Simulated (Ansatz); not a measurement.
A 2-atom cell of BeTe started from a crystallographic database, relaxed with r2SCAN in the plane-wave code Ansatz. It is cubic, F-43m (No. 216); conventional cell a = 5.657 Å, 22.63 Å³ an atom. Around Be lie 4 Te at 2.45 Å; around Te lie 4 Be at 2.45 Å.

The axes x, y and z are those of this cell:
```yaml
crystal:
  lattice:
    - [0.00000, 2.82862, 2.82862]
    - [2.82862, 0.00000, 2.82862]
    - [2.82862, 2.82862, 0.00000]
  atoms:
    - { symbol: Be, position: [0.00000, 0.00000, 0.00000] }
    - { symbol: Te, position: [0.25000, 0.25000, 0.25000] }
```

Unstrained: The PBE gap is indirect, 2.020 eV (Γ to X), below the direct gap of 3.639 eV at Γ. With r2SCAN the valence top lies at Γ and the conduction bottom at X, 2.375 eV higher; the smallest vertical gap, at Γ, is 4.040 eV. The HSE06 gap is indirect, 2.695 eV (Γ to X), below the direct gap of 4.482 eV at Γ. Meshes: PBE 8×8×8, r2SCAN 8×8×8, HSE06 6×6×6. Strains are changes of length per length, and xy shears are angles. After each strain the atoms were relaxed again with r2SCAN within the symmetry that the strain leaves, so tilts or polar shifts that break it weren't tested; points keep the names that they have in the unstrained zone. Spin-unpolarised throughout; all numbers are computed.

Problem. Apply xy shear, engineering strain (angle) -3.03 %. How far does the gap move, against the unstrained cell?

Solution. PBE: the gap goes from 2.020 to 1.850 eV (-0.170 eV); with r2SCAN the top three valence levels at Γ, degenerate before, become 1+1+1 from the top over 237 meV. r2SCAN: the gap goes from 2.375 to 2.188 eV (-0.187 eV). HSE06: the gap goes from 2.695 to 2.516 eV (-0.179 eV). The r2SCAN energy rises by 3.4 meV an atom.

Problem. One strain changed the r2SCAN stress by xx -3.56, yy -3.56, zz +0.01 GPa (compression positive) and the gap by -0.354 eV (PBE), -0.373 eV (r2SCAN), -0.370 eV (HSE06). Which kind of strain was it, and roughly how large?

Solution. Epitaxial +3.71 % in the xy plane, free normal strain -2.92 %. The pattern of the stress gives the kind; the size needs the stiffness, so it is an estimate.

Problem. One strain changed the r2SCAN stress by xx -1.23, yy -3.61, zz -1.23 GPa (compression positive) and the gap by -0.058 eV (PBE), -0.063 eV (r2SCAN), -0.060 eV (HSE06). Which kind of strain was it, and roughly how large?

Solution. Uniaxial +3.73 % along y, other directions held. The pattern of the stress gives the kind; the size needs the stiffness, so it is an estimate.

Problem. Apply biaxial +3.0 % in x and y, z held. How far does the gap move, against the unstrained cell?

Solution. PBE: the gap goes from 2.020 to 1.943 eV (-0.077 eV); with r2SCAN the top three valence levels at Γ, degenerate before, become 1+2 from the top over 146 meV. r2SCAN: the gap goes from 2.375 to 2.288 eV (-0.087 eV). HSE06: the gap goes from 2.695 to 2.615 eV (-0.080 eV). The r2SCAN energy rises by 16.6 meV an atom.

Spin-orbit coupling is left out, which matters wherever the heavy atoms make up the band edges.

The meshes of the hybrids are coarse, so their gaps aren't converged to the digits shown.

The splittings at Γ are without spin-orbit coupling, which regroups them where it is of like size or larger.
